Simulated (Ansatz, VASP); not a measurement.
**W in VASP and in Ansatz**

```
W
1.0
    -1.57977    1.57977    1.57977
     1.57977   -1.57977    1.57977
     1.57977    1.57977   -1.57977
W
1
Cartesian
  0.0000 0.0000 0.0000
```

Alike in both runs: functional PBE; dispersion D3(BJ); k mesh 18 × 18 × 18; occupations gaussian, width 0.1 eV; no spin polarisation.

Ansatz relaxed the structure, and its values are those at the end. VASP's run is a single point on that final structure, the one shown.

```csv
,VASP,Ansatz
version,VASP 6.6.1,Ansatz 0.2.0
potentials or method,"VASP PAW PBE potentials, release 64 (W_sv)","scalar-relativistic, plane waves, PAW"
plane-wave cutoff (eV),520,420
valence electrons in the cell,14,14
```

Ansatz gave:

- gap on the k mesh at the Fermi level (eV): none
- pressure (GPa): 0.0

Q: Which values does VASP return?

A: gap on the k mesh at the Fermi level (eV): none; pressure (GPa): 0.5.

A gap of «none» marks a metal or a gap that the smearing closes.

Caveats: pairwise dispersion overbinds metals, which lowers pressure and volume. Spin-orbit coupling is left out, which matters for the levels of W.
